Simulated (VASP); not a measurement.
# CdTe: single point with PBE

**What was measured.**

From a printed reference work, data compilation, for a bulk crystal of CdTe at 0 K: band gap 1.607 eV.

CdTe:

```
CELL_PARAMETERS angstrom
0.00000 3.20500 3.20500
3.20500 0.00000 3.20500
3.20500 3.20500 0.00000
ATOMIC_POSITIONS crystal
Te 0.75000 0.75000 0.75000
Cd 0.00000 0.00000 0.00000
```

| Property | Result |
| --- | --- |
| Program | VASP 6.6.1 |
| Task | single point |
| Functional | PBE |
| Potentials or basis | VASP PAW PBE potentials, release 64 (Te, Cd) |
| Cutoff | 520 eV |
| k mesh | 7 × 7 × 7 |
| Occupations | gaussian, width 0.025 eV |
| Spin | no spin polarisation |
| Dipole correction | no |
| Further INCAR settings | ALGO = Normal; EDIFF = 1e-06; NBANDS = 16 |

The pressure is 4.4 GPa and the band gap on the k mesh is 0.87 eV, direct.

Levels at points of the mesh, in eV from the valence-band top:
```
           k point  band 7  band 8  band 9  band 10  band 11  band 12
(0.00, 0.00, 0.00)    0.00    0.00    0.00     0.87     4.58     4.58
```

Wall time 28 s on 1 thread of AMD EPYC 7R13 Processor (Zen 3) (shared host), peak memory 0.18 GiB.

A measured gap of CdTe is 1.607 eV (0 K; a printed reference work, data compilation); the calculated 0.87 eV misses it by -0.73 eV. Spin-orbit coupling on Cd, Te is left out. The value is that of PBE, without temperature or zero-point motion. Semilocal functionals fall short of measured gaps as a rule.

Caveat: spin-orbit coupling is left out, which moves the levels of the heavy elements.
